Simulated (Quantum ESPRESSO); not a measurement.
PbF2 (Fluorocronite) in Quantum ESPRESSO: the effect of functional

The system is PbF2 (Fluorocronite).

```
Pb F
1.0
     0.00000    2.96366    2.96366
     2.96366    0.00000    2.96366
     2.96366    2.96366    0.00000
Pb F
1 2
Direct
  0.00000 0.00000 0.00000
  0.75000 0.75000 0.75000
  0.25000 0.25000 0.25000
```

Alike in all runs:

```yaml
Program: Quantum ESPRESSO 7.5
Task: phonons
Cutoff: 1143 eV
Density_cutoff: 4572 eV
k_mesh: 4 × 4 × 4, shifted
Occupations: fermi-dirac, width 0.05 eV
Spin: no spin polarisation
```

Each run relaxes the cell or the atoms first.

**Question.** One run gave: relaxed volume 17.88 Å³/atom; dielectric constant 3.28 mean; highest phonon frequency 243 cm⁻¹. Which functional did it use?
A. WC
B. LDA
C. AM05
D. vdW-DF-cx
E. PW91

**Answer.** E.

| functional | potentials or basis | relaxed volume (Å³/atom) | dielectric constant (mean) | highest phonon frequency (cm⁻¹) |
| --- | --- | --- | --- | --- |
| LDA | PseudoDojo 0.4.1 SR LDA standard | 16.35 | 3.44 | 262 |
| AM05 | PseudoDojo 0.4.1 SR PBE standard | 17.41 | 3.35 | 241 |
| WC | PseudoDojo 0.4.1 SR PBE standard | 17.13 | 3.39 | 251 |
| PW91 | PseudoDojo 0.4.1 SR PBE standard | 17.88 | 3.28 | 243 |
| vdW-DF-cx | PseudoDojo 0.4.1 SR PBE standard | 17.34 | 3.34 | 257 |

Caveats: the potentials were made for another functional, which shifts forces and pressure (some runs).

Runs at the PBE level aren't shown here.
